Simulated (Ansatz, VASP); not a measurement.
# One calculation of Hf, two programs

File INCAR:

```
SYSTEM = Hf
  PREC = Accurate
  ENCUT = 520
  EDIFF = 1E-6
  ISMEAR = -1
  SIGMA = 0.1
  LREAL = .FALSE.
  LASPH = .TRUE.
  NELM = 80
  ALGO = Normal
  ISIF = 2
  LWAVE = .FALSE.
  LCHARG = .TRUE.
  LELF = .TRUE.
  LVHAR = .TRUE.
  NBANDS = 28
```

The input KPOINTS:

```
Automatic mesh
0
G
  13 13 4
  0 0 0
```

File POSCAR:

```
Hf
1.0
    3.0257961260      0.0000000000      0.0000000000
   -1.5128980630      2.6204163118      0.0000000000
    0.0000000000      0.0000000000      9.7019257474
Hf
4
Direct
    0.0000000000      1.0000000000      1.0000000000
    0.0000000000      1.0000000000      0.5000000000
    0.3333333333      0.6666666667      0.2500000000
    0.6666666667      0.3333333333      0.7500000000
```

Input for Ansatz:

```yaml
crystal:
  lattice:
    - [3.025796126, 0.0, 0.0]
    - [-1.512898063, 2.6204163118, 0.0]
    - [0.0, 0.0, 9.7019257474]
  atoms:
    - { symbol: Hf, position: [0.0, 1.0, 1.0] }
    - { symbol: Hf, position: [0.0, 1.0, 0.5] }
    - { symbol: Hf, position: [0.3333333333, 0.6666666667, 0.25] }
    - { symbol: Hf, position: [0.6666666667, 0.3333333333, 0.75] }
hamiltonian:
  xc: lda
  pseudopotentials:
    kind: paw
    azcp:
      Hf: "pseudopotentials/Hf.paw.azcp"
basis:
  ecutwfc: 420
  fft_grid_basis: typed
kpoints:
  mp_grid: { grid: [13, 13, 4], shift: [0, 0, 0] }
magnetization:
  spin_polarized: false
scf:
  occupations: { method: fermi_dirac, width: 0.1 }
  lower_state_search: "off"
output:
  stress: true
```

Alike in both runs: task single point; functional LDA; k mesh 13 × 13 × 4; occupations fermi-dirac, width 0.1 eV; no spin polarisation.

|  | VASP | Ansatz |
| --- | --- | --- |
| version | VASP 6.6.1 | Ansatz 0.2.0 |
| potentials or method | VASP PAW LDA potentials, release 64 (Hf_pv) | plane waves (420 eV) with PAW, scalar-relativistic |
| plane-wave cutoff (eV) | 520 | 420 |
| valence electrons in the cell | 40 | 104 |

|  | VASP | Ansatz | Ansatz less VASP |
| --- | --- | --- | --- |
| pressure (GPa) | 11.3 | 11.2 | -0.09 |
| largest component of the traceless stress (GPa) | 0.46 | 0.47 | +0.009 |

The two sets of potentials don't hold the same shells in valence. Ansatz warned: «pseudo_functional_mismatch».

The runs have no spin-orbit coupling, so splittings on Hf are missing.
